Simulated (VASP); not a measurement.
# Cu3N (Pm-3m) in VASP: further runs, part 2 of 3

VASP 6.6.1. The steps go on from the part before.

## Step 3: Relaxation of cell and atoms, PBE+D3(BJ)

This run uses another cell than the first one, of 13.59 Å³/atom, 0.985 times its volume.

INCAR

```
SYSTEM = Cu3N
  PREC = Accurate
  ENCUT = 600
  EDIFF = 1E-7
  ISMEAR = 1
  SIGMA = 0.1
  LREAL = .FALSE.
  LASPH = .TRUE.
  NELM = 80
  ALGO = Normal
  ISIF = 3
  LWAVE = .FALSE.
  LCHARG = .FALSE.
  GGA = PE
  IVDW = 12
  IBRION = 2
  NSW = 90
  EDIFFG = -0.005
```

KPOINTS

```
Automatic mesh
0
G
  10 10 10
  0 0 0
```

POSCAR

```
Cu3N                                    
1.0
    3.7877606116     -0.0000000000     -0.0000000000
    0.0000000000      3.7877606116     -0.0000000000
    0.0000000000      0.0000000000      3.7877606116
  Cu              N             
     3     1
Direct
     0.5000000000000000    0.0000000000000000    0.0000000000000000
     0.0000000000000000    0.5000000000000000    0.0000000000000000
     0.0000000000000000    0.0000000000000000    0.5000000000000000
     0.0000000000000000    0.0000000000000000    0.0000000000000000
```

Potentials or basis: VASP PAW PBE potentials, release 64 (Cu, N).

On the command line:

```sh
> cat potpaw_PBE.64/Cu/POTCAR potpaw_PBE.64/N/POTCAR > POTCAR
> mpirun -np 1 vasp_std > vasp.out
```

OUTCAR:

```text
SYSTEM = Cu3N
   PREC = Accurate
   ENCUT = 600
   EDIFF = 1E-7
   ISMEAR = 1
   LREAL = .FALSE.
   LASPH = .TRUE.
   NELM = 80
   ISIF = 3
   GGA = PE
   IVDW = 12
   IBRION = 2
   NSW = 90
   EDIFFG = -0.005
 IVDW          = 12

 ion  position               nearest neighbor table
   1  0.500  0.000  0.000-   4 1.89   4 1.89   2 2.68   3 2.68   2 2.68   2 2.68   3 2.68   3 2.68
                             3 2.68   2 2.68
   2  0.000  0.500  0.000-   4 1.89   4 1.89   1 2.68   3 2.68   1 2.68   3 2.68   3 2.68   3 2.68
                             1 2.68   1 2.68
   3  0.000  0.000  0.500-   4 1.89   4 1.89   1 2.68   1 2.68   2 2.68   2 2.68   2 2.68   2 2.68
                             1 2.68   1 2.68
   4  0.000  0.000  0.000-   1 1.89   2 1.89   3 1.89   3 1.89   2 1.89   1 1.89

  LATTYP: Found a simple cubic cell.
 ALAT       =     3.7877606116

  Lattice vectors:

 A1 = (   3.7877606116,   0.0000000000,   0.0000000000)
 A2 = (   0.0000000000,   3.7877606116,   0.0000000000)
 A3 = (   0.0000000000,   0.0000000000,   3.7877606116)

Analysis of symmetry for initial positions (statically):
=====================================================================
 Subroutine PRICEL returns:
 Original cell was already a primitive cell.

 Routine SETGRP: Setting up the symmetry group for a
 simple cubic supercell.

 Subroutine GETGRP returns: Found 48 space group operations
 (whereof 48 operations were pure point group operations)
 out of a pool of 48 trial point group operations.

The static configuration has the point symmetry O_h .

Analysis of symmetry for dynamics (positions and initial velocities):
=====================================================================
 Subroutine PRICEL returns:
 Original cell was already a primitive cell.

 Routine SETGRP: Setting up the symmetry group for a
 simple cubic supercell.

 Subroutine GETGRP returns: Found 48 space group operations
 (whereof 48 operations were pure point group operations)
 out of a pool of 48 trial point group operations.

The dynamic configuration has the point symmetry O_h .

 Subroutine INISYM returns: Found 48 space group operations
 (whereof 48 operations are pure point group operations),
 and found     1 'primitive' translations

----------------------------------------------------------------------------------------

                                     Primitive cell

  volume of cell :      54.3435

  direct lattice vectors                    reciprocal lattice vectors
     3.787760612  0.000000000  0.000000000     0.264008237  0.000000000  0.000000000
     0.000000000  3.787760612  0.000000000     0.000000000  0.264008237  0.000000000
     0.000000000  0.000000000  3.787760612     0.000000000  0.000000000  0.264008237

  length of vectors
     3.787760612  3.787760612  3.787760612     0.264008237  0.264008237  0.264008237

  position of ions in fractional coordinates (direct lattice)
     0.500000000  0.000000000  0.000000000
     0.000000000  0.500000000  0.000000000
     0.000000000  0.000000000  0.500000000
     0.000000000  0.000000000  0.000000000

  ion indices of the primitive-cell ions
   primitive index   ion index
                 1           1
                 2           2
                 3           3
[... 30 lines left out ...]
  0.000000  0.000000  0.000000      1.000000
  0.100000  0.000000  0.000000      6.000000
  0.200000  0.000000  0.000000      6.000000
  0.300000  0.000000  0.000000      6.000000
  0.400000  0.000000  0.000000      6.000000
  0.500000  0.000000  0.000000      3.000000
[... 16 lines left out ...]
  0.200000  0.100000  0.100000     24.000000
  0.300000  0.100000  0.100000     24.000000
 [... further k-points ...]
   k-points           NKPTS =     56   k-points in BZ     NKDIM =     56   number of bands    NBANDS=     23
   number of dos      NEDOS =    301   number of ions     NIONS =      4
   total plane-waves  NPLWV =  27000
   dimension x,y,z NGX =    30 NGY =   30 NGZ =   30
   dimension x,y,z NGXF=    60 NGYF=   60 NGZF=   60
   ions per type =               3   1
   NGX,Y,Z   is equivalent  to a cutoff of  13.17, 13.17, 13.17 a.u.
   NGXF,Y,Z  is equivalent  to a cutoff of  26.33, 26.33, 26.33 a.u.
 SYSTEM =  Cu3N
   PREC   = accura    normal or accurate (medium, high low for compatibility)
   ISTART =      0    job   : 0-new  1-cont  2-samecut
   ICHARG =      2    charge: 1-file 2-atom 10-const
   ISPIN  =      1    spin polarized calculation?
   LNONCOLLINEAR =      F non collinear calculations
   LSORBIT =      F    spin-orbit coupling
   LASPH  =      T    aspherical Exc in radial PAW
   ENCUT  =  600.0 eV  44.10 Ry    6.64 a.u.   7.57  7.57  7.57*2*pi/ulx,y,z
   NELM   =     80;   NELMIN=  2; NELMDL= -5     # of ELM steps
   EDIFF  = 0.1E-06   stopping-criterion for ELM
   LREAL  =      F    real-space projection
   EDIFFG = -.5E-02   stopping-criterion for IOM
   NSW    =     90    number of steps for IOM
   IBRION =      2    ionic relax: 0-MD 1-quasi-New 2-CG
   NFREE  =      1    steps in history (QN), initial steepest desc. (CG)
   ISIF   =      3    stress and relaxation
   ISYM   =      2    0-nonsym 1-usesym 2-fastsym
   POTIM  = 0.5000    time-step for ionic-motion
   TEBEG  =    0.0;   TEEND  =   0.0 temperature during run
   PSTRESS=    0.0 pullay stress
   NELECT =      38.0000    total number of electrons
   NUPDOWN=      -1.0000    fix difference up-down
   EMIN   =  10.00;   EMAX   =-10.00  energy-range for DOS
   EFERMI =   0.00;   METHOD = LEGACY
   ISMEAR =     1;   SIGMA  =   0.10  broadening in eV -4-tet -1-fermi 0-gaus
   EFERMI_NEDOS =   21; number of points for ismear=-14 and -15
   IALGO  =     38    algorithm
   IMIX   =      4    mixing-type and parameters
     AMIX     =   0.40;   BMIX     =  1.00
     AMIX_MAG =   1.60;   BMIX_MAG =  1.00
  volume/ion in A,a.u.               =      13.59        91.68
  Fermi-wavevector in a.u.,A,eV,Ry     =   1.453071  2.745906 28.727550  2.111415
  Thomas-Fermi vector in A             =   2.570380
   LORBIT       =      0    0 simple, 1 ext, 2 COOP (PROOUT), +10 PAW based schemes
   GGA     = PE    functional components
   LHFCALC =     F    Hartree Fock is set to
   AEXX    =    0.0000 exact exchange contribution
   IVDW    =    12    specifies the selected vdW correction
   LEPSILON=     F    determine dielectric tensor
   LRPA    =     F    only Hartree local field effects (RPA)
 conjugate gradient relaxation of ions
 non-spin polarized calculation
 Methfessel and Paxton  Order N= 1 SIGMA  =   0.10
  energy-cutoff  :      600.00
  volume of cell :       54.34
 maximum number of plane-waves:      1856
   NGX = 15   NGY = 15   NGZ = 15

 number of electron      37.9999991 magnetization

 Free energy of the ion-electron system (eV)
  ---------------------------------------------------
  ext. energy  EPLUGINS =         0.00000000
  ---------------------------------------------------
  free energy    TOTEN  =       -18.36420051 eV

  energy without entropy =      -18.36451238  energy(sigma->0) =      -18.36430447

 E-fermi :   5.1981     XC(G=0): -10.8990

 val. band max:        5.1466902870   @ k =   0.5000   0.5000   0.5000
 cond. band min:       5.2894974469   @ k =   0.5000   0.5000   0.0000
 fundamental gap:      0.1428071599
 Fermi energy:         5.1980516523

 k-point     1 :       0.0000    0.0000    0.0000
  band No.  band energies     occupation
      1     -11.8717      2.00000
      2      -0.2293      2.00000
      3       0.2608      2.00000
      4       0.2608      2.00000
      5       0.2608      2.00000
      6       1.1705      2.00000
[... 613 lines left out ...]
     22      10.2179      0.00000
     23      11.6380      0.00000

 [... further k-points ...]

------------------------ aborting loop because EDIFF is reached ----------------------------------------

 Edisp (eV)   -1.40627

 E8    (eV) :    -0.5721

  FORCE on cell =-STRESS in cart. coord.  units (eV):
  Direction    XX          YY          ZZ          XY          YZ          ZX
  --------------------------------------------------------------------------------------
  -------------------------------------------------------------------------------------
  Total       0.00937     0.00937     0.00937     0.00000    -0.00000     0.00000
  in kB       0.27634     0.27634     0.27634     0.00000    -0.00000     0.00000
  external pressure =        0.28 kB  Pullay stress =        0.00 kB

 VOLUME and BASIS-vectors are now :
 -----------------------------------------------------------------------------
  energy-cutoff  :      600.00
  volume of cell :       54.34
      direct lattice vectors                 reciprocal lattice vectors
     3.787760612  0.000000000  0.000000000     0.264008237  0.000000000  0.000000000
     0.000000000  3.787760612  0.000000000     0.000000000  0.264008237  0.000000000
     0.000000000  0.000000000  3.787760612     0.000000000  0.000000000  0.264008237

 POSITION                                       TOTAL-FORCE (eV/Angst)
 -----------------------------------------------------------------------------------
      1.89388      0.00000      0.00000         0.000000      0.000000      0.000000
      0.00000      1.89388      0.00000         0.000000      0.000000      0.000000
      0.00000      0.00000      1.89388         0.000000      0.000000      0.000000
      0.00000      0.00000      0.00000         0.000000      0.000000      0.000000
 -----------------------------------------------------------------------------------
    total drift:                                0.000000      0.000000      0.000000

  FREE ENERGIE OF THE ION-ELECTRON SYSTEM (eV)
  ---------------------------------------------------
  free  energy   TOTEN  =       -19.7704666224 eV

  energy  without entropy=      -19.7707784982  energy(sigma->0) =      -19.77057058

 reached required accuracy - stopping structural energy minimisation
```

It took 35 s on 1 thread of Intel Xeon 6975P-C (Granite Rapids), shared host; peak memory 0.23 GiB.

Results:

```yaml
Free_energy: -19.7705 eV
Pressure_after_relaxing: 0.0 GPa
Band_gap_on_the_k_mesh: 0.14 eV, indirect (least direct gap 0.69 eV)
Dispersion_energy_per_atom: -0.352 eV
```

Final structure:
```cif
data_structure
_symmetry_space_group_name_H-M 'P 1'
_symmetry_Int_Tables_number 1
_cell_length_a 3.7878
_cell_length_b 3.7878
_cell_length_c 3.7878
_cell_angle_alpha 90.000
_cell_angle_beta 90.000
_cell_angle_gamma 90.000
_cell_volume 54.34
loop_
_atom_site_label
_atom_site_type_symbol
_atom_site_fract_x
_atom_site_fract_y
_atom_site_fract_z
_atom_site_occupancy
Cu1 Cu 0.50000 0.00000 0.00000 1
Cu2 Cu 0.00000 0.50000 0.00000 1
Cu3 Cu 0.00000 0.00000 0.50000 1
N1 N 0.00000 0.00000 0.00000 1
```

Caveat: the relaxation stopped at its first step, so nothing moved. A k mesh can miss the band edges.

## Step 4: Relaxation of cell and atoms, PBEsol

INCAR

```
ALGO     = Normal         # electronic algorithm
EDIFF    = 1E-6           # SCF threshold, eV
EDIFFG   = -0.01          # ionic threshold
ENCUT    = 600            # plane-wave cutoff, eV
GGA      = PS             # functional
IBRION   = 2              # ionic algorithm
ISIF     = 3              # what is computed and relaxed
ISMEAR   = 1              # smearing method
KPAR     = 2            
LASPH    = T              # aspherical terms in the spheres
LCHARG   = F              # write CHGCAR
LREAL    = F              # projectors in reciprocal space
LWAVE    = F              # write WAVECAR
NELM     = 80             # most SCF steps
NSW      = 90             # ionic steps
PREC     = Accurate       # precision mode
SIGMA    = 0.1            # smearing width, eV
```

KPOINTS

```
k-points
0
Gamma
  10 10 10
```

POSCAR

```
Cu3N
1.0
    3.8070000000      0.0000000000      0.0000000000
    0.0000000000      3.8070000000      0.0000000000
    0.0000000000      0.0000000000      3.8070000000
Cu N
3 1
Direct
    0.5000000000      0.0000000000      0.0000000000
    0.0000000000      0.5000000000      0.0000000000
    0.0000000000      0.0000000000      0.5000000000
    0.0000000000      0.0000000000      0.0000000000
```

On the command line:

```sh
> cat potpaw_PBE.64/Cu/POTCAR potpaw_PBE.64/N/POTCAR > POTCAR
> mpirun -np 2 vasp_std > vasp.out
```

Run time: 56 s. Hardware: 2 MPI ranks of Intel Xeon 6975P-C (Granite Rapids), shared host; peak memory 0.21 GiB.

It converged, with:

```
Free energy                            : -20.4420 eV
Relaxed volume                         : 13.40 Å³/atom
Relaxed cell                           : a = 3.771 Å, b = 3.771 Å, c = 3.771 Å, α = 90.00°, β = 90.00°, γ = 90.00°
Space group after relaxing (to 0.05 Å) : Pm-3m (No. 221)
Energy gained by relaxing              : 4.4 meV/atom
Ionic steps                            : 3
Pressure after relaxing                : 0.0 GPa
Band gap on the k mesh                 : 0.05 eV, indirect (least direct gap 0.59 eV)
```

Step by step:
```
step  energy change (eV)  largest force (eV/Å)  pressure (GPa)  volume (Å³)
   1              0.0000                0.0000           -3.49        55.18
   2             -0.0127                0.0000            1.98        52.81
   3             -0.0178                0.0000            0.01        53.60
```

Final structure:
```cif
data_structure
_symmetry_space_group_name_H-M 'P 1'
_symmetry_Int_Tables_number 1
_cell_length_a 3.7705
_cell_length_b 3.7705
_cell_length_c 3.7705
_cell_angle_alpha 90.000
_cell_angle_beta 90.000
_cell_angle_gamma 90.000
_cell_volume 53.60
loop_
_atom_site_label
_atom_site_type_symbol
_atom_site_fract_x
_atom_site_fract_y
_atom_site_fract_z
_atom_site_occupancy
Cu1 Cu 0.50000 0.00000 0.00000 1
Cu2 Cu 0.00000 0.50000 0.00000 1
Cu3 Cu 0.00000 0.00000 0.50000 1
N1 N 0.00000 0.00000 0.00000 1
```

Levels at points of the mesh, in eV from the valence-band top:
| k point | band 17 | band 18 | band 19 | band 20 | band 21 | band 22 |
| --- | --- | --- | --- | --- | --- | --- |
| (0.00, 0.00, 0.00) | -1.91 | -1.91 | -1.86 | 1.08 | 5.39 | 5.39 |
| (0.50, 0.00, 0.00) | -1.91 | -1.48 | -1.48 | 1.65 | 3.34 | 6.95 |
| (0.50, 0.50, 0.00) | -1.12 | -1.12 | -0.73 | 0.05 | 3.67 | 4.89 |
| (0.50, 0.50, 0.50) | 0.00 | 0.00 | 0.00 | 0.65 | 0.65 | 0.65 |

Caveat: the PAW data sets were made with another functional, which shifts forces and pressure a little.

## Step 5: Relaxation of cell and atoms, PBEsol

This run uses another cell than the first one, of 13.40 Å³/atom, 0.972 times its volume.

Edit INCAR of step 4 so:

```diff
@@ -1,4 +1,4 @@
 ALGO     = Normal         # electronic algorithm
-EDIFF    = 1E-6           # SCF threshold, eV
-EDIFFG   = -0.01          # ionic threshold
+EDIFF    = 1E-7           # SCF threshold, eV
+EDIFFG   = -0.005         # ionic threshold
 ENCUT    = 600            # plane-wave cutoff, eV
```

KPOINTS is that of step 4.

POSCAR

```
Cu3N                                    
1.0
    3.7705031991      0.0000000000      0.0000000000
    0.0000000000      3.7705031991      0.0000000000
   -0.0000000000      0.0000000000      3.7705031991
  Cu              N             
     3     1
Direct
     0.5000000000000000    0.0000000000000000    0.0000000000000000
     0.0000000000000000    0.5000000000000000    0.0000000000000000
     0.0000000000000000    0.0000000000000000    0.5000000000000000
     0.0000000000000000    0.0000000000000000    0.0000000000000000
```

On the command line:

```sh
> cat potpaw_PBE.64/Cu/POTCAR potpaw_PBE.64/N/POTCAR > POTCAR
> mpirun -np 2 vasp_std > vasp.out
```

Wall time 25 s (2 MPI ranks of Intel Xeon 6975P-C (Granite Rapids), shared host); peak memory 0.21 GiB.

Results (log left out):

```yaml
Free_energy: -20.4407 eV
Pressure_after_relaxing: 0.0 GPa
Band_gap_on_the_k_mesh: 0.05 eV, indirect (least direct gap 0.59 eV)
```

Final structure:
```yaml
crystal:
  lattice:
    - [3.77050, 0.00000, 0.00000]
    - [0.00000, 3.77050, 0.00000]
    - [0.00000, 0.00000, 3.77050]
  atoms:
    - { symbol: Cu, position: [0.50000, 0.00000, 0.00000] }
    - { symbol: Cu, position: [0.00000, 0.50000, 0.00000] }
    - { symbol: Cu, position: [0.00000, 0.00000, 0.50000] }
    - { symbol: N, position: [0.00000, 0.00000, 0.00000] }
```

Levels at points of the mesh, in eV from the valence-band top:
```tsv
k point	band 16	band 17	band 18	band 19	band 20	band 21	band 22	band 23
(0.00, 0.00, 0.00)	-1.91	-1.91	-1.91	-1.86	1.08	5.39	5.39	6.62
(0.50, 0.00, 0.00)	-2.28	-1.91	-1.48	-1.48	1.65	3.34	6.95	7.23
(0.50, 0.50, 0.00)	-2.23	-1.12	-1.12	-0.73	0.05	3.67	4.89	4.89
(0.50, 0.50, 0.50)	-1.95	0.00	0.00	0.00	0.65	0.65	0.65	6.06
```

Caveat: the relaxation stopped at its first step, so nothing moved; the PAW data sets were made with another functional, which shifts forces and pressure a little. Expect the measured gap to be larger: semilocal functionals such as PBEsol lack the derivative discontinuity.

[end of part 2 of 3]
